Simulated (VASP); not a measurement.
Ga2O3: relaxation of cell and atoms with BLYP+D4

Crystal: Ga2O3.

```
CELL_PARAMETERS angstrom
2.31792 1.25813 4.47427
-2.55099 1.42870 4.54915
0.03118 -3.00436 4.61371
ATOMIC_POSITIONS crystal
Ga 0.35532 0.35765 0.35486
Ga 0.14258 0.14427 0.14809
Ga 0.64685 0.64193 0.64522
Ga 0.85929 0.85231 0.85450
O 0.55159 0.94818 0.25058
O 0.24989 0.55250 0.94857
O 0.94469 0.25449 0.54970
O 0.44761 0.05485 0.74695
O 0.74922 0.44350 0.05594
O 0.05295 0.75033 0.44558
```

The cell isn't the ideal one: cell sheared at random, sigma 0.03, atoms nudged by 0.01 Å.

| Item | Value |
| --- | --- |
| Program | VASP 6.6.1 |
| Task | relaxation of cell and atoms |
| Functional | BLYP |
| Dispersion | D4 |
| Potentials or basis | VASP PAW PBE potentials, release 64 (Ga_d, O) |
| Cutoff | 600 eV |
| k mesh | 5 × 5 × 5 |
| Occupations | fermi-dirac, width 0.05 eV |
| Spin | no spin polarisation |
| Further INCAR settings | ALGO = Normal; EDIFF = 1e-06; IBRION = 2; EDIFFG = -0.02; NSW = 60; ISIF = 3 |

```json
{
  "Relaxed volume": "9.93 Å³/atom",
  "Relaxed cell": "a = 5.369 Å, b = 5.367 Å, c = 5.366 Å, α = 56.06°, β = 56.04°, γ = 56.04°",
  "Space group after relaxing (to 0.05 Å)": "R-3c (No. 167)",
  "Energy gained by relaxing": "53.4 meV/atom",
  "Ionic steps": "12",
  "Pressure after relaxing": "0.1 GPa",
  "Largest force after relaxing": "0.009 eV/Å",
  "Band gap on the k mesh": "2.62 eV, indirect (least direct gap 2.85 eV)",
  "Dispersion energy per atom": "-0.622 eV"
}
```

Forces in eV/Å, atoms in the order of the input:
```
Ga   0.003  0.002 -0.002
Ga   0.001 -0.008  0.000
Ga  -0.002 -0.002  0.001
Ga   0.001  0.007  0.000
O    0.002 -0.001 -0.007
O   -0.001  0.000 -0.001
O    0.000 -0.003  0.007
O   -0.001  0.004  0.008
O    0.000 -0.003  0.000
O   -0.003  0.005 -0.005
```

The path:
| step | energy change (eV) | largest force (eV/Å) | pressure (GPa) | volume (Å³) |
| --- | --- | --- | --- | --- |
| 1 | 0.0000 | 1.0186 | 9.42 | 96.04 |
| 2 | -0.3520 | 0.7452 | -8.33 | 103.93 |
| 3 | -0.4311 | 0.3317 | -3.67 | 101.36 |
| 4 | -0.5196 | 0.3383 | 0.53 | 99.13 |
| 5 | -0.5199 | 0.3501 | 0.82 | 98.99 |
| 6 | -0.5309 | 0.1121 | -0.09 | 99.39 |
| 7 | -0.5310 | 0.1209 | -0.21 | 99.44 |
| 8 | -0.5332 | 0.0490 | 0.00 | 99.33 |
| 9 | -0.5333 | 0.0413 | 0.09 | 99.31 |
| 10 | -0.5337 | 0.0224 | -0.12 | 99.37 |
| 11 | -0.5337 | 0.0245 | -0.07 | 99.37 |
| 12 | -0.5338 | 0.0087 | 0.05 | 99.32 |

Final structure:
```
CELL_PARAMETERS angstrom
2.52253 1.45619 4.51032
-2.52120 1.45616 4.50812
0.00118 -2.91121 4.50819
ATOMIC_POSITIONS crystal
Ga 0.35644 0.35645 0.35646
Ga 0.14356 0.14370 0.14348
Ga 0.64358 0.64356 0.64353
Ga 0.85643 0.85632 0.85653
O 0.55356 0.94673 0.24997
O 0.25003 0.55342 0.94656
O 0.94643 0.25000 0.55329
O 0.44639 0.05325 0.75007
O 0.75002 0.44660 0.05340
O 0.05355 0.74996 0.44672
```

Levels at points of the mesh, in eV from the valence-band top:
```
           k point  band 41  band 42  band 43  band 44  band 45  band 46  band 47  band 48
(0.00, 0.00, 0.00)    -0.31    -0.27    -0.23    -0.23     2.62     6.38     6.74     8.57
```

Wall time 43 min on 1 thread of Intel(R) Xeon(R) 6975P-C (Granite Rapids), with other jobs on the host, peak memory 0.51 GiB.

Caveat: the PAW data sets were made with another functional, which shifts forces and pressure a little; an odd mesh through Γ misses points on the zone boundary, where band edges often lie.
